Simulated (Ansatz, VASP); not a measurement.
# WC in VASP and in Ansatz

```
CELL_PARAMETERS angstrom
2.91916 0.00000 0.00000
-1.45958 2.52807 0.00000
0.00000 0.00000 2.84906
ATOMIC_POSITIONS crystal
W 0.00000 0.00000 0.00000
C 0.66667 0.33333 0.50000
```

Alike in both runs: task single point; functional r2SCAN; k mesh 10 × 10 × 9; no spin polarisation.

```csv
,VASP,Ansatz
version,VASP 6.6.1,Ansatz 0.2.0
potentials or method,"VASP PAW PBE potentials, release 64 (W_sv, C)",PAW plane waves
plane-wave cutoff (eV),520,500
occupations,"methfessel-paxton of order 1, width 0.02 eV","cold, width 0.02 eV"
valence electrons in the cell,18,18
```

```csv
,VASP,Ansatz,Ansatz less VASP
pressure (GPa),-2.1,-3.9,-1.79
largest component of the traceless stress (GPa),2.00,2.17,+0.176
```

Ansatz warned: «structure_snapped_to_symmetry».

Caveats: the PAW data sets were made with another functional, which shifts forces and pressure a little (VASP). Spin-orbit coupling is left out, which matters for the levels of W.
